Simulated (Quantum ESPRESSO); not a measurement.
A run of Quantum ESPRESSO 7.5:

Contents of pw.in:

```
&CONTROL
  calculation = 'scf'
  prefix = 'pwscf'
  outdir = './tmp'
  pseudo_dir = './pseudo'
  tprnfor = .true.
  tstress = .true.
  disk_io = 'low'
/
&SYSTEM
  ibrav = 0
  nat = 2
  ntyp = 2
  ecutwfc = 88
  nbnd = 14
  input_dft = 'r2scan'
  occupations = 'smearing'
  smearing = 'fd'
  degauss = 0.00367493
  nosym = .true.
/
&ELECTRONS
  conv_thr = 1d-08
  electron_maxstep = 120
  mixing_beta = 0.5
/
ATOMIC_SPECIES
Ti    47.8670 Ti_ONCV_PBE-1.2.upf
C     12.0110 C_ONCV_PBE-1.2.upf
CELL_PARAMETERS angstrom
   0.0000000000    2.1657188437    2.1657188437
   2.1657188437    0.0000000000    2.1657188437
   2.1657188437    2.1657188437    0.0000000000
ATOMIC_POSITIONS crystal
Ti     0.0000000000    0.0000000000    0.0000000000
C      0.5000000000    0.5000000000    0.5000000000
K_POINTS automatic
8 8 8 0 0 0
```

bands.in

```
&CONTROL
  calculation = 'bands'
  prefix = 'pwscf'
  outdir = './tmp'
  pseudo_dir = './pseudo'
  disk_io = 'low'
  verbosity = 'high'
/
&SYSTEM
  ibrav = 0
  nat = 2
  ntyp = 2
  ecutwfc = 88
  nbnd = 14
  input_dft = 'r2scan'
  occupations = 'smearing'
  smearing = 'fd'
  degauss = 0.00367493
  nosym = .true.
/
&ELECTRONS
  conv_thr = 1d-08
  electron_maxstep = 120
  mixing_beta = 0.5
  diago_full_acc = .true.
  startingwfc = 'random'
/
ATOMIC_SPECIES
Ti    47.8670 Ti_ONCV_PBE-1.2.upf
C     12.0110 C_ONCV_PBE-1.2.upf
CELL_PARAMETERS angstrom
   0.0000000000    2.1657188437    2.1657188437
   2.1657188437    0.0000000000    2.1657188437
   2.1657188437    2.1657188437    0.0000000000
ATOMIC_POSITIONS crystal
Ti     0.0000000000    0.0000000000    0.0000000000
C      0.5000000000    0.5000000000    0.5000000000
K_POINTS crystal
60
 0.0000000000  0.0000000000  0.0000000000 1
 0.0625000000  0.0000000000  0.0625000000 1
 0.1250000000  0.0000000000  0.1250000000 1
 0.1875000000  0.0000000000  0.1875000000 1
 0.2500000000  0.0000000000  0.2500000000 1
 0.3125000000  0.0000000000  0.3125000000 1
 0.3750000000  0.0000000000  0.3750000000 1
 0.4375000000  0.0000000000  0.4375000000 1
 0.5000000000  0.0000000000  0.5000000000 1
 0.5000000000  0.0625000000  0.5625000000 1
 0.5000000000  0.1250000000  0.6250000000 1
 0.5000000000  0.1875000000  0.6875000000 1
 0.5000000000  0.2500000000  0.7500000000 1
 0.4375000000  0.3125000000  0.7500000000 1
 0.3750000000  0.3750000000  0.7500000000 1
 0.3375000000  0.3375000000  0.6750000000 1
 0.3000000000  0.3000000000  0.6000000000 1
 0.2625000000  0.2625000000  0.5250000000 1
 0.2250000000  0.2250000000  0.4500000000 1
 0.1875000000  0.1875000000  0.3750000000 1
 0.1500000000  0.1500000000  0.3000000000 1
 0.1125000000  0.1125000000  0.2250000000 1
 0.0750000000  0.0750000000  0.1500000000 1
 0.0375000000  0.0375000000  0.0750000000 1
 0.0000000000  0.0000000000  0.0000000000 1
 0.0625000000  0.0625000000  0.0625000000 1
 0.1250000000  0.1250000000  0.1250000000 1
 0.1875000000  0.1875000000  0.1875000000 1
 0.2500000000  0.2500000000  0.2500000000 1
 0.3125000000  0.3125000000  0.3125000000 1
 0.3750000000  0.3750000000  0.3750000000 1
 0.4375000000  0.4375000000  0.4375000000 1
 0.5000000000  0.5000000000  0.5000000000 1
 0.5250000000  0.4500000000  0.5250000000 1
 0.5500000000  0.4000000000  0.5500000000 1
 0.5750000000  0.3500000000  0.5750000000 1
 0.6000000000  0.3000000000  0.6000000000 1
 0.6250000000  0.2500000000  0.6250000000 1
 0.5833333333  0.2500000000  0.6666666667 1
 0.5416666667  0.2500000000  0.7083333333 1
 0.5000000000  0.2500000000  0.7500000000 1
 0.5000000000  0.2857142857  0.7142857143 1
 0.5000000000  0.3214285714  0.6785714286 1
 0.5000000000  0.3571428571  0.6428571429 1
 0.5000000000  0.3928571429  0.6071428571 1
 0.5000000000  0.4285714286  0.5714285714 1
 0.5000000000  0.4642857143  0.5357142857 1
 0.5000000000  0.5000000000  0.5000000000 1
 0.4821428571  0.4821428571  0.5357142857 1
 0.4642857143  0.4642857143  0.5714285714 1
 0.4464285714  0.4464285714  0.6071428571 1
 0.4285714286  0.4285714286  0.6428571429 1
 0.4107142857  0.4107142857  0.6785714286 1
 0.3928571429  0.3928571429  0.7142857143 1
 0.3750000000  0.3750000000  0.7500000000 1
 0.6250000000  0.2500000000  0.6250000000 1
 0.5937500000  0.1875000000  0.5937500000 1
 0.5625000000  0.1250000000  0.5625000000 1
 0.5312500000  0.0625000000  0.5312500000 1
 0.5000000000  0.0000000000  0.5000000000 1
```

Potentials or basis: SG15 PBE 1.2.

Run with:

```sh
$ OMP_NUM_THREADS=1 mpirun -n 2 pw.x -nk 2 -in pw.in > pw.out
$ OMP_NUM_THREADS=1 mpirun -n 2 pw.x -nk 2 -in bands.in > bands.out
```

Hardware: 2 MPI ranks on Arm Neoverse V2 (shared host).

Task: How long does it take, and how much memory?

Result: Wall time 3.1 min on 2 MPI ranks on Arm Neoverse V2 (shared host), peak memory 0.24 GiB a rank. Counts: scf iterations 10, k pools 2, bands 14, k points 260, g dense 15353.
